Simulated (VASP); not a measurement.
Set up this calculation in VASP 6.6.1, as the native input.

| Item | Value |
| --- | --- |
| Task | relaxation of the atoms |
| Functional | LDA |
| Potentials or basis | VASP PAW LDA potentials, release 64 (Na_pv, Cl) |
| Cutoff | 600 eV |
| k mesh | 8 × 8 × 8 |
| Occupations | gaussian, width 0.03 eV |
| Spin | no spin polarisation |
| Further INCAR settings | ALGO = Normal; EDIFF = 1e-07; IBRION = 2; EDIFFG = -0.01; NSW = 40 |

The structure of NaCl lies in POSCAR:

```
NaCl                                    
1.0
   -0.0000000000      2.7516165915      2.7516165915
    2.7516165915     -0.0000000000      2.7516165915
    2.7516165915      2.7516165915      0.0000000000
  Na              Cl            
     1     1
Direct
     1.0000000000000000    0.0000000000000000    0.0000000000000000
     0.5000000000000000    0.5000000000000000    0.5000000000000000
```

The cell isn't the ideal one: a relaxed cell with its volume scaled by 1.02.

These files were run (other wordings do the same):

INCAR

```
  PREC = Accurate
  ENCUT = 600
  EDIFF = 1E-7
  ISMEAR = 0
  SIGMA = 0.03
  LREAL = False
  LASPH = True
  NELM = 80
  ALGO = Normal
  ISIF = 2
  LWAVE = False
  LCHARG = False
  GGA = CA
  IBRION = 2
  NSW = 40
  EDIFFG = -0.01
```

KPOINTS

```
Automatic mesh
0
Gamma
  8 8 8
```

Potentials or basis: VASP PAW LDA potentials, release 64 (Na_pv, Cl).

Run with:

```sh
$ cat potpaw_LDA.64/Na_pv/POTCAR potpaw_LDA.64/Cl/POTCAR > POTCAR
$ mpirun -np 1 vasp_std > vasp.out
```

It gave:

```
Pressure after relaxing : -0.6 GPa
Band gap on the k mesh  : 4.99 eV, direct
```

Caveat: the relaxation stopped at its first step, so nothing moved.

It took 5 s on 1 thread of Intel(R) Xeon(R) 6975P-C (Granite Rapids), with other jobs on the host, peak memory 0.14 GiB.
